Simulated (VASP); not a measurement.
# MoS2 (R-3m) in VASP: notebook

One crystal, MoS2, is run at these levels: PBEsol; tasks: single point.

Program: VASP 6.6.1. These are calculated values, not measurements. Logs are shortened: lines on timing, memory, paths and dates and some standing lists are left out, and cuts for length are marked.

## 1. The crystal as given

The structure is trigonal, space group R-3m (No. 166). Conventional cell: a = 3.171 Å, b = 3.171 Å, c = 18.345 Å, α = 90.00°, β = 90.00°, γ = 120.00°. Mo (site symmetry -3m) is surrounded by 6 S at 2.39 Å. S (site symmetry 3m) is surrounded by 3 Mo at 2.39 Å.

Measurements of this composition are mostly on another form, of space group No. 194.

## 2. Single point, PBEsol, spin-orbit coupling, no magnetisation

INCAR

```
SYSTEM = MoS2
  ALGO = Normal
  EDIFF = 1E-7
  ENCUT = 350
  GGA = PS
  GGA_COMPAT = .FALSE.
  ISIF = 2
  ISMEAR = 0
  LASPH = .TRUE.
  LCHARG = .FALSE.
  LMAXMIX = 4
  LORBIT = 11
  LREAL = .FALSE.
  LSORBIT = .TRUE.
  LWAVE = .FALSE.
  MAGMOM = 0 0 0 0 0 0 0 0 0
  NBANDS = 42
  NELM = 100
  PREC = Accurate
  SIGMA = 0.02
```

KPOINTS

```
k-points
0
G
  8 8 8
  0 0 0
```

POSCAR

```
MoS2
1.0
    1.5855000000      0.9153888518      6.1149966667
   -1.5855000000      0.9153888518      6.1149966667
    0.0000000000     -1.8307777036      6.1149966667
Mo S
1 2
Direct
    0.0000000000      0.0000000000      0.0000000000
    0.2500000000      0.2500000000      0.2500000000
    0.7500000000      0.7500000000      0.7500000000
```

Potentials or basis: VASP PAW PBE potentials, release 64 (Mo_sv, S).

On the command line:

```
cat potpaw_PBE.64/Mo_sv/POTCAR potpaw_PBE.64/S/POTCAR > POTCAR
mpirun -np 1 vasp_ncl > vasp.out
```

OUTCAR:

```text
SYSTEM = MoS2
   EDIFF = 1E-7
   ENCUT = 350
   GGA = PS
   ISIF = 2
   ISMEAR = 0
   LASPH = .TRUE.
   LORBIT = 11
   LREAL = .FALSE.
   LSORBIT = .TRUE.
   NELM = 100
   PREC = Accurate

 Found     65 irreducible k-points:

 Following reciprocal coordinates:
            Coordinates               Weight
  0.000000  0.000000  0.000000      1.000000
  0.125000  0.000000  0.000000      6.000000
  0.250000  0.000000  0.000000      6.000000
  0.375000  0.000000  0.000000      6.000000
  0.500000  0.000000  0.000000      3.000000
  0.125000  0.125000  0.000000      6.000000
   k-points           NKPTS =     65   k-points in BZ     NKDIM =     65   number of bands    NBANDS=     42
   number of dos      NEDOS =    301   number of ions     NIONS =      3
   total plane-waves  NPLWV =  64000
   dimension x,y,z NGX =    40 NGY =   40 NGZ =   40
   dimension x,y,z NGXF=    80 NGYF=   80 NGZF=   80
   ions per type =               1   2
   NGX,Y,Z   is equivalent  to a cutoff of  10.42, 10.42, 10.42 a.u.
   NGXF,Y,Z  is equivalent  to a cutoff of  20.84, 20.84, 20.84 a.u.
 SYSTEM =  MoS2
   PREC   = accura    normal or accurate (medium, high low for compatibility)
   ISTART =      0    job   : 0-new  1-cont  2-samecut
   ICHARG =      2    charge: 1-file 2-atom 10-const
   ISPIN  =      1    spin polarized calculation?
   LNONCOLLINEAR =      T non collinear calculations
   LSORBIT =      T    spin-orbit coupling
   LASPH  =      T    aspherical Exc in radial PAW
   ENCUT  =  350.0 eV  25.72 Ry    5.07 a.u.   9.74  9.74  9.74*2*pi/ulx,y,z
   NELM   =    100;   NELMIN=  2; NELMDL= -5     # of ELM steps
   EDIFF  = 0.1E-06   stopping-criterion for ELM
   LREAL  =      F    real-space projection
[... 7 lines left out ...]
   TEBEG  =    0.0;   TEEND  =   0.0 temperature during run
   PSTRESS=    0.0 pullay stress
   NELECT =      26.0000    total number of electrons
   NUPDOWN=      -1.0000    fix difference up-down
   EMIN   =  10.00;   EMAX   =-10.00  energy-range for DOS
   EFERMI =   0.00;   METHOD = LEGACY
   ISMEAR =     0;   SIGMA  =   0.02  broadening in eV -4-tet -1-fermi 0-gaus
   EFERMI_NEDOS =   21; number of points for ismear=-14 and -15
   IALGO  =     38    algorithm
   IMIX   =      4    mixing-type and parameters
     AMIX     =   0.40;   BMIX     =  1.00
     AMIX_MAG =   1.60;   BMIX_MAG =  1.00
  volume/ion in A,a.u.               =      17.75       119.78
  Fermi-wavevector in a.u.,A,eV,Ry     =   1.289118  2.436081 22.610522  1.661826
  Thomas-Fermi vector in A             =   2.421031
   LORBIT       =     11    0 simple, 1 ext, 2 COOP (PROOUT), +10 PAW based schemes
   GGA     = PS    functional components
   LHFCALC =     F    Hartree Fock is set to
[... 290 lines left out ...]
  Total        0.2950679      0.2950679      1.8936387      0.0000000      0.0000000      0.0000000
  in kB        8.8779592      8.8779592     56.9755297      0.0000000      0.0000000      0.0000000
  external PRESSURE =      24.9104827 kB  Pullay stress =       0.0000000 kB

 VOLUME and BASIS-vectors are now :
 -----------------------------------------------------------------------------
  energy-cutoff  :      350.00
  volume of cell :       53.25
      direct lattice vectors                 reciprocal lattice vectors
     1.585500000  0.915388852  6.114996667     0.315357931  0.182071986  0.054510796
    -1.585500000  0.915388852  6.114996667    -0.315357931  0.182071986  0.054510796
     0.000000000 -1.830777704  6.114996667     0.000000000 -0.364143973  0.054510796

 POSITION                                       TOTAL-FORCE (eV/Angst)
 -----------------------------------------------------------------------------------
      0.00000      0.00000      0.00000         0.000000     -0.000000     -0.000000
      0.00000      0.00000      4.58625         0.000000      0.000000     -0.766696
      0.00000      0.00000     13.75874         0.000000     -0.000000      0.766696
 -----------------------------------------------------------------------------------
    total drift:                                0.000000      0.000000     -0.000000

  FREE ENERGIE OF THE ION-ELECTRON SYSTEM (eV)
  ---------------------------------------------------
  free  energy   TOTEN  =       -22.6745358761 eV

  energy  without entropy=      -22.6743672348  energy(sigma->0) =      -22.67445156

 Spin-Orbit-Coupling matrix elements

 Ion:    1  E_soc:     -0.1964952
 l=   1
     0.0000000    -0.0294875    -0.0292928
    -0.0294875     0.0000000    -0.0294875
    -0.0292928    -0.0294875     0.0000000
 l=   2
     0.0000000    -0.0005331     0.0000000    -0.0005331    -0.0032443
    -0.0005331     0.0000000    -0.0021368    -0.0003296    -0.0005331
     0.0000000    -0.0021368     0.0000000    -0.0021368     0.0000000
    -0.0005331    -0.0003296    -0.0021368     0.0000000    -0.0005331
    -0.0032443    -0.0005331     0.0000000    -0.0005331     0.0000000
 l=   3
     0.0000000     0.0000000     0.0000000     0.0000000     0.0000000     0.0000000     0.0000000
     0.0000000     0.0000000     0.0000000     0.0000000     0.0000000     0.0000000     0.0000000
     0.0000000     0.0000000     0.0000000     0.0000000     0.0000000     0.0000000     0.0000000
     0.0000000     0.0000000     0.0000000     0.0000000     0.0000000     0.0000000     0.0000000
[... 29 lines left out ...]
 l=   2
     0.0000000     0.0000000     0.0000000     0.0000000     0.0000000
     0.0000000     0.0000000     0.0000000     0.0000000     0.0000000
     0.0000000     0.0000000     0.0000000     0.0000000     0.0000000
     0.0000000     0.0000000     0.0000000     0.0000000     0.0000000
     0.0000000     0.0000000     0.0000000     0.0000000     0.0000000
 l=   3
     0.0000000     0.0000000     0.0000000     0.0000000     0.0000000     0.0000000     0.0000000
     0.0000000     0.0000000     0.0000000     0.0000000     0.0000000     0.0000000     0.0000000
     0.0000000     0.0000000     0.0000000     0.0000000     0.0000000     0.0000000     0.0000000
     0.0000000     0.0000000     0.0000000     0.0000000     0.0000000     0.0000000     0.0000000
     0.0000000     0.0000000     0.0000000     0.0000000     0.0000000     0.0000000     0.0000000
     0.0000000     0.0000000     0.0000000     0.0000000     0.0000000     0.0000000     0.0000000
     0.0000000     0.0000000     0.0000000     0.0000000     0.0000000     0.0000000     0.0000000

 total charge

# of ion       s       p       d       tot
------------------------------------------
    1        2.308   6.237   3.969  12.514
    2        1.360   2.319   0.000   3.679
    3        1.360   2.319   0.000   3.679
--------------------------------------------------
tot          5.028  10.875   3.969  19.873

 magnetization (x)

# of ion       s       p       d       tot
------------------------------------------
    1        0.000   0.000  -0.000  -0.000
    2        0.000  -0.000   0.000  -0.000
    3        0.000  -0.000   0.000  -0.000
--------------------------------------------------
tot          0.000  -0.000  -0.000  -0.000

 magnetization (y)

# of ion       s       p       d       tot
------------------------------------------
    1        0.000   0.000  -0.000  -0.000
    2        0.000   0.000   0.000   0.000
    3        0.000   0.000   0.000   0.000
--------------------------------------------------
tot          0.000   0.000  -0.000   0.000

 magnetization (z)

# of ion       s       p       d       tot
------------------------------------------
    1        0.000   0.000   0.000   0.000
    2        0.000   0.000   0.000   0.000
    3        0.000   0.000   0.000   0.000
--------------------------------------------------
tot          0.000   0.000   0.000   0.000
```

OSZICAR:

```text
N       E                     dE             d eps       ncg     rms          rms(c)
DAV:   1     0.158690123750E+03    0.15869E+03   -0.11005E+04  6012   0.869E+02
DAV:   2    -0.164972427101E+02   -0.17519E+03   -0.16772E+03  6560   0.272E+02
DAV:   3    -0.240878856121E+02   -0.75906E+01   -0.74755E+01  6742   0.525E+01
DAV:   4    -0.241953216892E+02   -0.10744E+00   -0.10732E+00  6658   0.651E+00
DAV:   5    -0.241970476290E+02   -0.17259E-02   -0.17255E-02  6776   0.802E-01    0.265E+01
DAV:   6    -0.231668485921E+02    0.10302E+01   -0.50832E+00  5812   0.192E+01    0.955E+00
DAV:   7    -0.228604902792E+02    0.30636E+00   -0.26104E+00  5696   0.124E+01    0.675E+00
DAV:   8    -0.226756002506E+02    0.18489E+00   -0.28872E-01  6078   0.462E+00    0.208E+00
DAV:   9    -0.226766435662E+02   -0.10433E-02   -0.41546E-02  6420   0.125E+00    0.769E-01
DAV:  10    -0.226744806857E+02    0.21629E-02   -0.56475E-03  6132   0.633E-01    0.243E-01
DAV:  11    -0.226746026139E+02   -0.12193E-03   -0.89844E-04  6890   0.188E-01    0.771E-02
DAV:  12    -0.226745314246E+02    0.71189E-04   -0.23288E-04  6050   0.119E-01    0.183E-02
DAV:  13    -0.226745332323E+02   -0.18077E-05   -0.18606E-05  6204   0.265E-02    0.173E-02
DAV:  14    -0.226745358492E+02   -0.26168E-05   -0.36749E-06  6100   0.125E-02    0.527E-03
DAV:  15    -0.226745358761E+02   -0.26982E-07   -0.35108E-07  5876   0.458E-03
   1 F= -.22674536E+02 E0= -.22674452E+02  d E =-.168641E-03  mag=    -0.0000     0.0000    -0.0000
```

Run time: 5.5 min. Hardware: 1 thread of Intel Xeon 6975P-C (Granite Rapids), shared host; peak memory 0.51 GiB.

The run converged, but some of its settings lie outside the range that counts as converged, so its numbers aren't taken as properties of the crystal.

Results:

```yaml
Free_energy: -22.6745 eV
Pressure: 2.5 GPa
Largest_force: 0.767 eV/Å
Valence_electrons_inside_the_program's_atomic_spheres: Mo 12.51; S 3.68
```

Caveat: the PAW data sets were made with another functional, which shifts forces and pressure a little; the cell's inner coordinates are idealised or old, which leaves forces on the atoms.

## 3. Single point, PBEsol, spin-orbit coupling, no magnetisation

INCAR: that of step 2 with these lines changed.

```diff
@@ -3,3 +3,3 @@
   EDIFF = 1E-7
-  ENCUT = 350
+  ENCUT = 250
   GGA = PS
```

KPOINTS

```
k-points
0
G
  4 4 4
  0 0 0
```

POSCAR is that of step 2.

Potentials or basis: VASP PAW PBE potentials, release 64 (Mo_sv, S).

On the command line:

```
cat potpaw_PBE.64/Mo_sv/POTCAR potpaw_PBE.64/S/POTCAR > POTCAR
mpirun -np 1 vasp_ncl > vasp.out
```

Wall time 59 s (1 thread of Intel Xeon 6975P-C (Granite Rapids), shared host); peak memory 0.37 GiB.

The run converged, but a check on its numbers failed (symmetry, net force, bounds or a known fault of this set-up), so they aren't taken as properties of the crystal.

Caveat: the k mesh is coarse (spacing up to 0.58 Å⁻¹), so the values aren't converged; the cutoff lies under the usual one of these potentials, so the numbers hold a large basis-set error; the PAW data sets were made with another functional, which shifts forces and pressure a little; the cell's inner coordinates are idealised or old, which leaves forces on the atoms.

## 4. Single point, PBEsol, spin-orbit coupling, no magnetisation

INCAR: that of step 3 with these lines changed.

```diff
@@ -3,3 +3,3 @@
   EDIFF = 1E-7
-  ENCUT = 250
+  ENCUT = 350
   GGA = PS
```

KPOINTS

```
k-points
0
G
  3 3 3
  0 0 0
```

POSCAR is that of step 3.

On the command line:

```
cat potpaw_PBE.64/Mo_sv/POTCAR potpaw_PBE.64/S/POTCAR > POTCAR
mpirun -np 1 vasp_ncl > vasp.out
```

Run time: 54 s. Hardware: 1 thread of Intel Xeon 6975P-C (Granite Rapids), shared host; peak memory 0.45 GiB.

The run converged, but some of its settings lie outside the range that counts as converged, so its numbers aren't taken as properties of the crystal.

What came out:

* Free energy: -22.8028 eV
* Pressure: 3.1 GPa
* Largest force: 0.154 eV/Å
* Valence electrons inside the program's atomic spheres: Mo 12.50; S 3.70

Caveat: the k mesh is coarse (spacing up to 0.77 Å⁻¹), so the values aren't converged; the PAW data sets were made with another functional, which shifts forces and pressure a little; the cell's inner coordinates are idealised or old, which leaves forces on the atoms.

## 5. Single point, PBEsol, spin-orbit coupling, no magnetisation

INCAR: that of step 4 with these lines changed.

```diff
@@ -3,3 +3,3 @@
   EDIFF = 1E-7
-  ENCUT = 350
+  ENCUT = 500
   GGA = PS
```

KPOINTS is that of step 4.

POSCAR is that of step 4.

On the command line:

```
cat potpaw_PBE.64/Mo_sv/POTCAR potpaw_PBE.64/S/POTCAR > POTCAR
mpirun -np 1 vasp_ncl > vasp.out
```

Run time: 92 s. Hardware: 1 thread of Intel Xeon 6975P-C (Granite Rapids), shared host; peak memory 0.71 GiB.

The run converged, but some of its settings lie outside the range that counts as converged, so its numbers aren't taken as properties of the crystal.

Results:

```
Free energy                                           : -22.8057 eV
Pressure                                              : 3.5 GPa
Largest force                                         : 0.149 eV/Å
Valence electrons inside the program's atomic spheres : Mo 12.50; S 3.70
```

Caveat: the k mesh is coarse (spacing up to 0.77 Å⁻¹), so the values aren't converged; the PAW data sets were made with another functional, which shifts forces and pressure a little; the cell's inner coordinates are idealised or old, which leaves forces on the atoms.

## 6. The reference run

An earlier run on the cell as given: functional PBE; potentials or basis VASP PAW PBE potentials, release 64 (Mo_sv, S); cutoff 520 eV; k mesh 10 × 10 × 10; occupations fermi-dirac, width 0.05 eV; no spin polarisation.

* Pressure: 7.8 GPa
* Largest force: 0.994 eV/Å
* Band gap on the k mesh: none (metal or under the smearing width)
